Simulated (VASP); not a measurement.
# HgTe (Coloradoite) (F-43m) in VASP: a series of runs

The runs below take HgTe (Coloradoite) through relaxation of cell and atoms, with PBEsol, r2SCAN.

Program: VASP 6.6.1. These are calculated values, not measurements. Logs are shortened: lines on timing, memory, paths and dates and some standing lists are left out, and cuts for length are marked.

### 1 The crystal as given

It takes space group F-43m (No. 216, cubic). Conventional cell: a = 6.516 Å, b = 6.516 Å, c = 6.516 Å, α = 90.00°, β = 90.00°, γ = 90.00°. Hg (site symmetry -43m) has 4 Te at 2.82 Å as nearest neighbours. Around Te (site symmetry -43m) lie 4 Hg at 2.82 Å.

### 2 Relaxation of cell and atoms, PBEsol

Contents of INCAR:

```
  PREC = Accurate
  ENCUT = 600
  EDIFF = 1E-7
  ISMEAR = 0
  SIGMA = 0.03
  LREAL = F
  LASPH = T
  NELM = 80
  ALGO = Normal
  ISIF = 3
  LWAVE = F
  LCHARG = F
  GGA = PS
  IBRION = 2
  NSW = 90
  EDIFFG = -0.005
  KPAR = 4
```

Contents of KPOINTS:

```
Automatic mesh
0
Gamma
  10 10 10
```

Contents of POSCAR:

```
HgTe                                    
1.0
    0.0000000000      3.2580088205      3.2580088205
    3.2580088205      0.0000000000      3.2580088205
    3.2580088205      3.2580088205     -0.0000000000
  Hg              Te            
     1     1
Direct
     0.0000000000000000    0.0000000000000000    0.0000000000000000
     0.2500000000000000    0.2500000000000000    0.2500000000000000
```

Potentials or basis: VASP PAW PBE potentials, release 64 (Hg, Te).

Command:

```sh
> cat potpaw_PBE.64/Hg/POTCAR potpaw_PBE.64/Te/POTCAR > POTCAR
> mpirun -np 4 vasp_std > vasp.out
```

OUTCAR:

```text
PREC = Accurate
   ENCUT = 600
   EDIFF = 1E-7
   ISMEAR = 0
   LREAL = F
   LASPH = T
   NELM = 80
   ISIF = 3
   GGA = PS
   IBRION = 2
   NSW = 90
   EDIFFG = -0.005

 ion  position               nearest neighbor table
   1  0.000  0.000  0.000-   2 2.82   2 2.82   2 2.82   2 2.82
   2  0.250  0.250  0.250-   1 2.82   1 2.82   1 2.82   1 2.82

  LATTYP: Found a face centered cubic cell.
 ALAT       =     6.5160176410

  Lattice vectors:

 A1 = (   0.0000000000,   3.2580088205,   3.2580088205)
 A2 = (   3.2580088205,   0.0000000000,   3.2580088205)
 A3 = (   3.2580088205,   3.2580088205,   0.0000000000)

Analysis of symmetry for initial positions (statically):
=====================================================================
 Subroutine PRICEL returns:
 Original cell was already a primitive cell.

 Routine SETGRP: Setting up the symmetry group for a
 face centered cubic supercell.

 Subroutine GETGRP returns: Found 24 space group operations
 (whereof 24 operations were pure point group operations)
 out of a pool of 48 trial point group operations.

The static configuration has the point symmetry T_d .

Analysis of symmetry for dynamics (positions and initial velocities):
=====================================================================
 Subroutine PRICEL returns:
 Original cell was already a primitive cell.

 Routine SETGRP: Setting up the symmetry group for a
 face centered cubic supercell.

 Subroutine GETGRP returns: Found 24 space group operations
 (whereof 24 operations were pure point group operations)
 out of a pool of 48 trial point group operations.

The dynamic configuration has the point symmetry T_d .

 Subroutine INISYM returns: Found 24 space group operations
 (whereof 24 operations are pure point group operations),
 and found     1 'primitive' translations

----------------------------------------------------------------------------------------

                                     Primitive cell

  volume of cell :      69.1651

  direct lattice vectors                    reciprocal lattice vectors
     0.000000000  3.258008821  3.258008821    -0.153467970  0.153467970  0.153467970
     3.258008821  0.000000000  3.258008821     0.153467970 -0.153467970  0.153467970
     3.258008821  3.258008821  0.000000000     0.153467970  0.153467970 -0.153467970

  length of vectors
     4.607520260  4.607520260  4.607520260     0.265814321  0.265814321  0.265814321

  position of ions in fractional coordinates (direct lattice)
     0.000000000  0.000000000  0.000000000
     0.250000000  0.250000000  0.250000000

  ion indices of the primitive-cell ions
   primitive index   ion index
                 1           1
                 2           2

----------------------------------------------------------------------------------------

 KPOINTS: Automatic mesh

Automatic generation of k-mesh.
 Grid dimensions read from file:
 generate k-points for:   10   10   10

 Generating k-lattice:

  Cartesian coordinates                     Fractional coordinates (reciprocal lattice)
    -0.015346797  0.015346797  0.015346797     0.100000000  0.000000000  0.000000000
     0.015346797 -0.015346797  0.015346797     0.000000000  0.100000000  0.000000000
     0.015346797  0.015346797 -0.015346797     0.000000000  0.000000000  0.100000000

  Length of vectors
     0.026581432  0.026581432  0.026581432

  Shift w.r.t. Gamma in fractional coordinates (k-lattice)
     0.000000000  0.000000000  0.000000000

 Subroutine IBZKPT returns following result:
 ===========================================

 Found     47 irreducible k-points:

 Following reciprocal coordinates:
            Coordinates               Weight
  0.000000  0.000000  0.000000      1.000000
  0.100000  0.000000  0.000000      8.000000
  0.200000  0.000000  0.000000      8.000000
  0.300000  0.000000  0.000000      8.000000
  0.400000  0.000000  0.000000      8.000000
  0.500000  0.000000  0.000000      4.000000
[... 16 lines left out ...]
  0.300000  0.300000  0.000000      6.000000
  0.400000  0.300000  0.000000     24.000000
 [... further k-points ...]
   k-points           NKPTS =     47   k-points in BZ     NKDIM =     47   number of bands    NBANDS=     13
   number of dos      NEDOS =    301   number of ions     NIONS =      2
   total plane-waves  NPLWV =  64000
   dimension x,y,z NGX =    40 NGY =   40 NGZ =   40
   dimension x,y,z NGXF=    80 NGYF=   80 NGZF=   80
   ions per type =               1   1
   NGX,Y,Z   is equivalent  to a cutoff of  14.43, 14.43, 14.43 a.u.
   NGXF,Y,Z  is equivalent  to a cutoff of  28.87, 28.87, 28.87 a.u.
 SYSTEM =  unknown system
   PREC   = accura    normal or accurate (medium, high low for compatibility)
   ISTART =      0    job   : 0-new  1-cont  2-samecut
   ICHARG =      2    charge: 1-file 2-atom 10-const
   ISPIN  =      1    spin polarized calculation?
   LNONCOLLINEAR =      F non collinear calculations
   LSORBIT =      F    spin-orbit coupling
   LASPH  =      T    aspherical Exc in radial PAW
   ENCUT  =  600.0 eV  44.10 Ry    6.64 a.u.   9.20  9.20  9.20*2*pi/ulx,y,z
   NELM   =     80;   NELMIN=  2; NELMDL= -5     # of ELM steps
   EDIFF  = 0.1E-06   stopping-criterion for ELM
   LREAL  =      F    real-space projection
   EDIFFG = -.5E-02   stopping-criterion for IOM
   NSW    =     90    number of steps for IOM
   IBRION =      2    ionic relax: 0-MD 1-quasi-New 2-CG
   NFREE  =      1    steps in history (QN), initial steepest desc. (CG)
   ISIF   =      3    stress and relaxation
   ISYM   =      2    0-nonsym 1-usesym 2-fastsym
   POTIM  = 0.5000    time-step for ionic-motion
   TEBEG  =    0.0;   TEEND  =   0.0 temperature during run
   PSTRESS=    0.0 pullay stress
   NELECT =      18.0000    total number of electrons
   NUPDOWN=      -1.0000    fix difference up-down
   EMIN   =  10.00;   EMAX   =-10.00  energy-range for DOS
   EFERMI =   0.00;   METHOD = LEGACY
   ISMEAR =     0;   SIGMA  =   0.03  broadening in eV -4-tet -1-fermi 0-gaus
   EFERMI_NEDOS =   21; number of points for ismear=-14 and -15
   IALGO  =     38    algorithm
   IMIX   =      4    mixing-type and parameters
     AMIX     =   0.40;   BMIX     =  1.00
     AMIX_MAG =   1.60;   BMIX_MAG =  1.00
  volume/ion in A,a.u.               =      34.58       233.37
  Fermi-wavevector in a.u.,A,eV,Ry     =   1.045210  1.975160 14.863864  1.092463
  Thomas-Fermi vector in A             =   2.179996
   LORBIT       =      0    0 simple, 1 ext, 2 COOP (PROOUT), +10 PAW based schemes
   GGA     = PS    functional components
   LHFCALC =     F    Hartree Fock is set to
   AEXX    =    0.0000 exact exchange contribution
   IVDW    =     0    specifies the selected vdW correction
   LEPSILON=     F    determine dielectric tensor
   LRPA    =     F    only Hartree local field effects (RPA)
 conjugate gradient relaxation of ions
 non-spin polarized calculation
 Gauss-broadening in eV      SIGMA  =   0.03
  energy-cutoff  :      600.00
  volume of cell :       69.17
 maximum number of plane-waves:      2334
 NGX is ok and might be reduce to    40
   NGX = 19   NGY = 19   NGZ = 19

 number of electron      17.9999999 magnetization

 Free energy of the ion-electron system (eV)
  ---------------------------------------------------
  ext. energy  EPLUGINS =         0.00000000
  ---------------------------------------------------
  free energy    TOTEN  =        -4.37671162 eV

  energy without entropy =       -4.37666535  energy(sigma->0) =       -4.37668848

 E-fermi :   2.7098     XC(G=0):  -8.8278

 val. band max:        2.7006860779   @ k =   0.0000   0.0000   0.0000
 cond. band min:       3.1798504311   @ k =   0.1000   0.0000   0.0000
 fundamental gap:      0.4791643532
 Fermi energy:         2.7098231673

 k-point     1 :       0.0000    0.0000    0.0000
  band No.  band energies     occupation
      1      -9.1523      2.00000
      2      -4.5061      2.00000
      3      -4.5061      2.00000
      4      -4.5061      2.00000
      5      -3.9992      2.00000
      6      -3.9992      2.00000
      7       1.8397      2.00000
      8       2.7007      1.33333
      9       2.7007      1.33333
     10       2.7007      1.33333
     11       6.9245      0.00000
     12       6.9245      0.00000
     13       6.9245      0.00000

 k-point     2 :       0.1000    0.0000    0.0000
  band No.  band energies     occupation
      1      -9.1043      2.00000
      2      -4.4927      2.00000
      3      -4.4927      2.00000
      4      -4.4891      2.00000
      5      -4.0006      2.00000
      6      -4.0006      2.00000
      7       1.0861      2.00000
      8       2.5895      2.00000
      9       2.5895      2.00000
     10       3.1799      0.00000
     11       6.8033      0.00000
     12       7.0755      0.00000
     13       7.0755      0.00000

 k-point     3 :       0.2000    0.0000    0.0000
  band No.  band energies     occupation
      1      -8.9744      2.00000
      2      -4.4591      2.00000
      3      -4.4591      2.00000
      4      -4.4208      2.00000
      5      -4.0018      2.00000
      6      -4.0018      2.00000
      7      -0.0681      2.00000
      8       2.3262      2.00000
      9       2.3262      2.00000
     10       3.4907      0.00000
     11       7.1034      0.00000
     12       7.3986      0.00000
     13       7.3986      0.00000
[... 305 lines left out ...]
 k-point    23 :       0.3000    0.3000    0.0000
  band No.  band energies     occupation
      1      -8.6859      2.00000
      2      -4.3970      2.00000
      3      -4.3088      2.00000
      4      -4.3088      2.00000
      5      -3.9999      2.00000
      6      -3.9602      2.00000
      7      -1.2077      2.00000
      8       1.1270      2.00000
      9       1.1270      2.00000
     10       4.6336      0.00000
     11       5.5339      0.00000
     12       9.4346      0.00000
     13       9.4360      0.00000

 k-point    24 :       0.4000    0.3000    0.0000
  band No.  band energies     occupation
      1      -8.5701      2.00000
      2      -4.3579      2.00000
      3      -4.2673      2.00000
      4      -4.2393      2.00000
      5      -3.9546      2.00000
      6      -3.9090      2.00000
      7      -1.7830      2.00000
      8       0.7336      2.00000
      9       0.9184      2.00000
     10       4.7342      0.00000
     11       5.6466      0.00000
     12       9.0659      0.00000
     13       9.8169      0.00000

 [... further k-points ...]

------------------------ aborting loop because EDIFF is reached ----------------------------------------

  FORCE on cell =-STRESS in cart. coord.  units (eV):
  Direction    XX          YY          ZZ          XY          YZ          ZX
  --------------------------------------------------------------------------------------
  -------------------------------------------------------------------------------------
  Total        0.0011709      0.0011709      0.0011709      0.0000000      0.0000000     -0.0000000
  in kB        0.0271234      0.0271234      0.0271234      0.0000000      0.0000000     -0.0000000
  external PRESSURE =       0.0271234 kB  Pullay stress =       0.0000000 kB

 VOLUME and BASIS-vectors are now :
 -----------------------------------------------------------------------------
  energy-cutoff  :      600.00
  volume of cell :       69.17
      direct lattice vectors                 reciprocal lattice vectors
     0.000000000  3.258008821  3.258008821    -0.153467970  0.153467970  0.153467970
     3.258008821  0.000000000  3.258008821     0.153467970 -0.153467970  0.153467970
     3.258008821  3.258008821  0.000000000     0.153467970  0.153467970 -0.153467970

 POSITION                                       TOTAL-FORCE (eV/Angst)
 -----------------------------------------------------------------------------------
      0.00000      0.00000      0.00000         0.000000      0.000000     -0.000000
      1.62900      1.62900      1.62900        -0.000000     -0.000000      0.000000
 -----------------------------------------------------------------------------------
    total drift:                                0.000000      0.000000      0.000000

  FREE ENERGIE OF THE ION-ELECTRON SYSTEM (eV)
  ---------------------------------------------------
  free  energy   TOTEN  =        -4.3767116240 eV

  energy  without entropy=       -4.3766653453  energy(sigma->0) =       -4.37668848

 reached required accuracy - stopping structural energy minimisation
```

Run time: 18 s. Hardware: 4 MPI ranks of Intel Xeon Platinum 8259CL at 2.50GHz (Skylake/Cascade Lake), shared host; peak memory 0.27 GiB.

Results:

- Free energy: -4.3767 eV
- Pressure after relaxing: 0.0 GPa
- Band gap on the k mesh: none (metal or under the smearing width)

Final structure:
```
Hg Te
1.0
     0.00000    3.25801    3.25801
     3.25801    0.00000    3.25801
     3.25801    3.25801    0.00000
Hg Te
1 1
Cartesian
  0.0000 0.0000 0.0000
  1.6290 1.6290 1.6290
```

Caveat: the relaxation stopped at its first step, so nothing moved; the PAW data sets were made with another functional, which shifts forces and pressure a little.

### 3 Relaxation of cell and atoms, r2SCAN

This run uses another cell than the first one, of 33.22 Å³/atom, 0.960 times its volume.

Contents of INCAR:

```
SYSTEM = HgTe
ALGO = Normal ; EDIFF = 1E-6
EDIFFG = -0.01 ; ENCUT = 600
IBRION = 2 ; ISIF = 3
ISMEAR = 0 ; LASPH = .True.
LCHARG = .False. ; LMIXTAU = .True.
LREAL = .False. ; LWAVE = .False.
METAGGA = R2SCAN ; NELM = 80
NSW = 90 ; PREC = Accurate
SIGMA = 0.03
```

Contents of KPOINTS:

```
k-points
0
Gamma
  10 10 10
  0 0 0
```

Contents of POSCAR:

```
HgTe
1.0
    0.0000000000      3.2145000000      3.2145000000
    3.2145000000      0.0000000000      3.2145000000
    3.2145000000      3.2145000000      0.0000000000
Hg Te
1 1
Direct
    0.0000000000      0.0000000000      0.0000000000
    0.2500000000      0.2500000000      0.2500000000
```

Potentials or basis: VASP PAW PBE potentials, release 64 (Hg, Te).

Command:

```sh
> cat potpaw_PBE.64/Hg/POTCAR potpaw_PBE.64/Te/POTCAR > POTCAR
> mpirun -np 1 vasp_std > vasp.out
```

Wall time 9.1 min (1 thread of Intel Xeon Platinum 8488C (Sapphire Rapids), shared host); peak memory 0.28 GiB.

Results (log left out):

- Free energy: -75.1638 eV
- Relaxed volume: 35.56 Å³/atom
- Relaxed cell: a = 4.650 Å, b = 4.650 Å, c = 4.650 Å, α = 60.00°, β = 60.00°, γ = 60.00°
- Space group after relaxing (to 0.05 Å): F-43m (No. 216)
- Energy gained by relaxing: 22.2 meV/atom
- Ionic steps: 3
- Pressure after relaxing: 0.0 GPa
- Band gap on the k mesh: none (metal or under the smearing width)

The path:
| step | energy change (eV) | largest force (eV/Å) | pressure (GPa) | volume (Å³) |
| --- | --- | --- | --- | --- |
| 1 | 0.0000 | 0.0000 | 3.23 | 66.43 |
| 2 | -0.0380 | 0.0000 | -1.01 | 73.07 |
| 3 | -0.0444 | 0.0000 | 0.00 | 71.12 |

Final structure:
```
CELL_PARAMETERS angstrom
0.00000 3.28835 3.28835
3.28835 0.00000 3.28835
3.28835 3.28835 0.00000
ATOMIC_POSITIONS crystal
Hg 0.00000 0.00000 0.00000
Te 0.25000 0.25000 0.25000
```

Levels at points of the mesh, in eV from the Fermi level:
```csv
k point,band 5,band 6,band 7,band 8,band 9,band 10,band 11,band 12,band 13
"(0.00, 0.00, 0.00)",-6.84,-6.84,-0.56,-0.01,-0.01,-0.01,4.66,4.66,4.66
"(0.50, 0.00, 0.00)",-6.83,-6.56,-5.31,-0.93,-0.93,0.93,5.42,5.42,7.14
"(0.50, 0.50, 0.00)",-6.79,-6.42,-5.30,-2.14,-2.14,2.09,2.86,8.50,9.22
```

Caveat: the PAW data sets were made with another functional, which shifts forces and pressure a little. Zero-point motion and thermal expansion aren't in these numbers.

### 4 Relaxation of cell and atoms, r2SCAN

This run uses another cell than the first one, of 35.56 Å³/atom, 1.028 times its volume.

INCAR: that of step 3 with these lines changed.

```diff
@@ -1,4 +1,4 @@
 SYSTEM = HgTe
-ALGO = Normal ; EDIFF = 1E-6
-EDIFFG = -0.01 ; ENCUT = 600
+ALGO = Normal ; EDIFF = 1E-7
+EDIFFG = -0.005 ; ENCUT = 600
 IBRION = 2 ; ISIF = 3
```

KPOINTS is that of step 3.

Contents of POSCAR:

```
HgTe                                    
1.0
   -0.0000000000      3.2883500008      3.2883500008
    3.2883500008     -0.0000000000      3.2883500008
    3.2883500008      3.2883500008      0.0000000000
  Hg              Te            
     1     1
Direct
     0.0000000000000000    0.0000000000000000    0.0000000000000000
     0.2500000000000000    0.2500000000000000    0.2500000000000000
```

Command:

```sh
> cat potpaw_PBE.64/Hg/POTCAR potpaw_PBE.64/Te/POTCAR > POTCAR
> mpirun -np 1 vasp_std > vasp.out
```

Run time: 6 min. Hardware: 1 thread of Intel Xeon Platinum 8488C (Sapphire Rapids), shared host; peak memory 0.3 GiB.

The run converged. Its results:

```
Free energy             : -75.1644 eV
Pressure after relaxing : 0.0 GPa
Band gap on the k mesh  : none (metal or under the smearing width)
```

Final structure:
```
CELL_PARAMETERS angstrom
0.00000 3.28835 3.28835
3.28835 0.00000 3.28835
3.28835 3.28835 0.00000
ATOMIC_POSITIONS crystal
Hg 0.00000 0.00000 0.00000
Te 0.25000 0.25000 0.25000
```

Levels at points of the mesh, in eV from the Fermi level:
```csv
k point,band 5,band 6,band 7,band 8,band 9,band 10,band 11,band 12,band 13
"(0.00, 0.00, 0.00)",-6.84,-6.84,-0.56,-0.01,-0.01,-0.01,4.65,4.65,4.65
"(0.50, 0.00, 0.00)",-6.83,-6.56,-5.31,-0.93,-0.93,0.93,5.42,5.42,7.14
"(0.50, 0.50, 0.00)",-6.79,-6.42,-5.30,-2.14,-2.14,2.09,2.86,8.49,9.22
```

Caveat: the relaxation stopped at its first step, so nothing moved; the PAW data sets were made with another functional, which shifts forces and pressure a little. Spin-orbit coupling is left out, which matters for the levels of Hg, Te.
